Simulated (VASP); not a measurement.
# TaAs: work function with PBE

TaAs, a slab with vacuum:

```
Ta As
1.0
     3.44363    0.00000    0.00000
     0.00000    3.44363    0.00000
     0.00000    0.00000   24.77206
Ta As
4 4
Direct
  0.50000 0.50000 0.30276
  0.00000 0.50000 0.42120
  0.00000 0.00000 0.53964
  0.50000 0.00000 0.65808
  0.00000 0.00000 0.34192
  0.50000 0.00000 0.46036
  0.50000 0.50000 0.57880
  0.00000 0.50000 0.69724
```

```
Program                : VASP 6.6.1
Task                   : work function
Functional             : PBE
Potentials or basis    : VASP PAW PBE potentials, release 64 (Ta_pv, As)
Cutoff                 : 520 eV
k mesh                 : 8 × 8 × 1
Occupations            : fermi-dirac, width 0.05 eV
Spin                   : no spin polarisation
Dipole correction      : yes
Further INCAR settings : ALGO = Normal; EDIFF = 1e-06; EFIELD = 0.1
```

```json
{"Largest force": "0.836 eV/Å", "Band gap on the k mesh": "none (metal or under the smearing width)", "Work function of the upper face": "4.59 eV", "Work function of the lower face": "4.85 eV"}
```

Forces in eV/Å, atoms in the order of the input:
```
Ta   0.000  0.000  0.836
Ta   0.000  0.000 -0.207
Ta   0.000  0.000 -0.269
Ta   0.000  0.000 -0.271
As   0.000  0.000 -0.825
As   0.000  0.000  0.122
As   0.000  0.000  0.046
As   0.000  0.000  0.567
```

Levels at points of the mesh, in eV from the Fermi level:
```csv
k point,band 28,band 29,band 30,band 31,band 32,band 33,band 34,band 35,band 36,band 37
"(0.00, 0.00, 0.00)",-1.73,-1.19,-1.19,-0.46,-0.39,-0.22,1.12,1.33,1.54,1.69
"(0.50, 0.00, 0.00)",-1.77,-1.40,-1.08,-0.03,0.21,0.23,0.74,0.90,1.20,1.26
"(0.00, 0.50, 0.00)",-1.65,-0.80,-0.79,-0.12,0.09,0.20,0.29,0.36,1.18,1.63
"(0.50, 0.50, 0.00)",-1.36,-1.19,-0.94,-0.92,0.84,0.85,1.44,2.37,2.95,2.96
```

It took 6.8 min on 1 thread of Intel(R) Xeon(R) 6975P-C (Granite Rapids), with other jobs on the host, peak memory 0.54 GiB.

The run has no spin-orbit coupling, so splittings on Ta are missing.
